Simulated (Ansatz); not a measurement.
Write the native input for Ansatz 0.2.0 that does the following.

- Task: single point
- Functional: PBEsol
- Potentials or basis: Ansatz PAW
- Cutoff: 420 eV (not typed: the program's choice for these potentials)
- k mesh: 10 × 10 × 10
- Occupations: fermi-dirac, width 0.05 eV
- Spin: collinear spin, ferromagnetic start
- Starting moments: [3.8, 0.0] μB
- Fixed moment: 3.8 μB

Crystal: FeO.

```
Fe O
1.0
    -1.60210    1.60210    2.08339
     1.60210   -1.60210    2.08339
     1.60210    1.60210   -2.08339
Fe O
1 1
Direct
  0.00000 0.00000 0.00000
  0.50000 0.50000 0.00000
```

The cell comes from a database or a generator and needn't be the stable form of this composition.

The input as run:

input.yaml

```yaml
crystal:
  lattice:
    - [-1.602103413, 1.602103413, 2.08339225]
    - [1.602103413, -1.602103413, 2.08339225]
    - [1.602103413, 1.602103413, -2.08339225]
  atoms:
    - { symbol: Fe, position: [0.0, 0.0, 0.0], spin: 3.8 }
    - { symbol: O, position: [0.5, 0.5, 0.0] }
hamiltonian:
  xc: pbesol
  pseudopotentials: { kind: paw }
magnetization:
  spin_polarized: true
  initial_magnetization: 3.8
  spin_locking: { lock_magnetization: hard }
kpoints:
  mp_grid: { grid: [10, 10, 10] }
scf:
  occupations: { method: fermi_dirac, width: 0.05 }
  lower_state_search: "off"
output:
  forces: true
  stress: true
  eigenvalues: true
  write_density: true
  write_potential: true
  elf: true
  volumetric_format: npy
```

Potentials or basis: Ansatz PAW.

The run is started by

```console
$ ansatz run input.yaml --threads 2 --pin off --max-ram 5632MiB --backend cpu --events-out ev --progress --plain --runs-dir out
```

Results of the run:

| Item | Value |
| --- | --- |
| Pressure | -18.4 GPa |
| Net moment | 3.80 μB per cell |
| Absolute moment | 3.81 μB per cell |
| Site moments | Fe +3.26; O +0.26 μB |

Caveat: the pressure holds a Pulay correction of +0.7 GPa for the finite cutoff; the total moment is fixed, so each spin has its own Fermi level; a cell with one magnetic atom can't hold antiferromagnetic order, which such compounds often take; the PAW data sets come from PBE, with cores solved anew for the run's functional, which leaves a small shift of forces and pressure; the thresholds are loose for stress.

It took 4.4 s on 2 threads of Arm Neoverse V1, on a shared host, peak memory 0.33 GiB.
